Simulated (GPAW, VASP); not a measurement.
This is a calculation of Si for GPAW 26.7.0 (ASE script). 

run.py

```python
from ase.dft.bandgap import bandgap
from ase.io import read, write
from ase.units import Bohr, GPa
from gpaw import GPAW, PW
from gpaw.elf import elf_from_dft_calculation

atoms = read('Si.xyz')

calc = GPAW(mode=PW(600),
            xc='PBE',
            kpts={'size': (8, 8, 8), 'gamma': True},
            occupations={'name': 'methfessel-paxton', 'order': 0, 'width': 0.019000000000000003},
            nbands=11,
            convergence={'density': 1e-05, 'energy': 1e-05},
            maxiter=150,
            txt='gpaw.txt')
atoms.calc = calc
energy = atoms.get_potential_energy()
forces = atoms.get_forces()
stress = atoms.get_stress()
calc.write('gs.gpw')
write('result.traj', atoms)
print(f'Energy: {energy:.6f} eV')
print('Forces (eV/A):')
print(forces.round(4))
print('Stress (GPa):', (stress / GPa).round(3))
print('Fermi level:', round(calc.get_fermi_level(), 4), 'eV')
print(f'Gap: {bandgap(calc)[0]:.4f} eV, direct: {bandgap(calc, direct=True)[0]:.4f} eV')

# fields on the real-space grid
write('density.cube', atoms, data=calc.get_pseudo_density() * Bohr**3)
write('potential.cube', atoms, data=calc.get_electrostatic_potential())
write('elf.cube', atoms, data=elf_from_dft_calculation(calc).data)
```

Contents of Si.xyz:

```xyz
2
Lattice="0.0000000000 2.7218511865 2.7218511865 2.7218511865 0.0000000000 2.7218511865 2.7218511865 2.7218511865 0.0000000000" Properties=species:S:1:pos:R:3 pbc="T T T"
Si     2.7218511865      2.7218511865      2.7218511865
Si     4.0827767798      4.0827767798      4.0827767798
```

Potentials or basis: GPAW PAW data sets (gpaw-data 1.2.1), pw.

Run with:

```console
$ OMP_NUM_THREADS=1 python run.py
```

Translate it to VASP 6.6.1. Potentials or basis there: PBE PAW files Si, 520 eV.

As run (cutoffs and basis follow the program's own potentials, and thresholds, step limits or extra output files can differ):

The input INCAR:

```
PREC = Accurate
ENCUT = 520
EDIFF = 1E-6
ISMEAR = 0
SIGMA = 0.019000000000000003
LREAL = False
LASPH = True
NELM = 60
ALGO = Normal
ISIF = 2
LWAVE = False
LCHARG = False
GGA = PE
NBANDS = 11
```

The input KPOINTS:

```
Automatic mesh
0
Gamma
  8 8 8
```

File POSCAR:

```
Si
1.0
    0.0000000000      2.7218511865      2.7218511865
    2.7218511865      0.0000000000      2.7218511865
    2.7218511865      2.7218511865      0.0000000000
Si
2
Direct
    0.5000000000      0.5000000000      0.5000000000
    0.7500000000      0.7500000000      0.7500000000
```

Potentials or basis: VASP PAW PBE potentials, release 64 (Si).

Run with:

```sh
$ cat potpaw_PBE.64/Si/POTCAR > POTCAR
$ mpirun -np 1 vasp_std > vasp.out
```

Both were run:

|  | GPAW | VASP |
| --- | --- | --- |
| Pressure | 1.6 GPa | 1.3 GPa |

Pressure is positive in compression.
